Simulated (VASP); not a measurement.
**VASP inputs for SiO2 (fluorite)**

INCAR

```
HFSCREEN = 0.2079
IBRION = -1
PRECFOCK = Fast
EDIFF = 1E-7
LWAVE = .FALSE.
NSW = 0
NBANDS = 15
ALGO = Normal
SIGMA = 0.01
LCHARG = .FALSE.
PREC = Accurate
ISIF = 2
ISTART = 1
ENCUT = 520
NELM = 120
ISMEAR = 0
LHFCALC = .TRUE.
AEXX = 0.25
LREAL = .FALSE.
LASPH = .TRUE.
GGA = PE
```

The run starts from the orbitals of a PBE run on the same cell and mesh.

KPOINTS

```
KPOINTS created by Atomic Simulation Environment
0
Gamma
6 6 6
0 0 0
```

KPOINTS_OPT

```
special points
6
Reciprocal
0.0000000000 0.0000000000 0.0000000000 1
0.5000000000 0.0000000000 0.5000000000 1
0.5000000000 0.2500000000 0.7500000000 1
0.3750000000 0.3750000000 0.7500000000 1
0.5000000000 0.5000000000 0.5000000000 1
0.6250000000 0.2500000000 0.6250000000 1
```

POSCAR

```
Si O
 1.0000000000000000
    -0.0000000000000000    2.2641691162216273    2.2641691162216273
     2.2641691162216273   -0.0000000000000000    2.2641691162216273
     2.2641691162216273    2.2641691162216273   -0.0000000000000000
 Si  O
   1   2
Cartesian
 -0.0000000000000000  0.0000000000000000 -0.0000000000000000
  1.1320845581108139  1.1320845581108139  1.1320845581108139
  3.3962536743324403  3.3962536743324403  3.3962536743324403
```

VASP ran with the recommended PBE PAW datasets (16 valence electrons in the cell).

**Question.** Estimate the main results of this run.

**Answer.** gap between bands v and c 3.57 eV; least direct gap 3.57 eV; pressure -3.9 GPa.

Band v is the last that the valence electrons fill when counted band by band, and c is the next. Levels in eV from the top of v:

```json
{"point": "Γ", "v−1": "-2.45", "v": "-2.45", "c": "3.76", "c+1": "7.64"}
{"point": "X", "v−1": "-1.08", "v": "0.00", "c": "3.57", "c+1": "10.10"}
{"point": "W", "v−1": "-0.79", "v": "-0.33", "c": "6.59", "c+1": "9.83"}
{"point": "K", "v−1": "-2.06", "v": "-0.31", "c": "5.73", "c+1": "11.75"}
{"point": "L", "v−1": "-4.84", "v": "-4.84", "c": "7.91", "c+1": "11.74"}
```
